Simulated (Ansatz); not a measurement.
Crystal: InP.

```
In P
1.0
     0.00000    2.93050    2.93050
     2.93050    0.00000    2.93050
     2.93050    2.93050    0.00000
In P
1 1
Cartesian
  0.0000 0.0000 0.0000
  4.3957 4.3957 4.3957
```

Base run:

| Quantity | Value |
| --- | --- |
| Program | Ansatz 0.2.0 |
| Functional | revPBE |
| Potentials or basis | all-electron LAPW, scalar-relativistic |
| Cutoff | 244 eV (chosen from the basis error) |
| Basis error allowed | 0.001 eV/atom |
| k mesh | 8 × 8 × 8 |
| Occupations | fermi-dirac, width 0.05 eV |
| Spin | no spin polarisation |

Its results: band gap on the k mesh 0.81 eV, direct; pressure 4.7 GPa.

Q: The run is repeated on the same cell with these changes: functional from revPBE to BLYP. What comes out?

A: Band gap on the k mesh 0.60 eV, direct; pressure 6.7 GPa.

Caveats: spin-orbit coupling is left out, which moves the levels of the heavy elements.
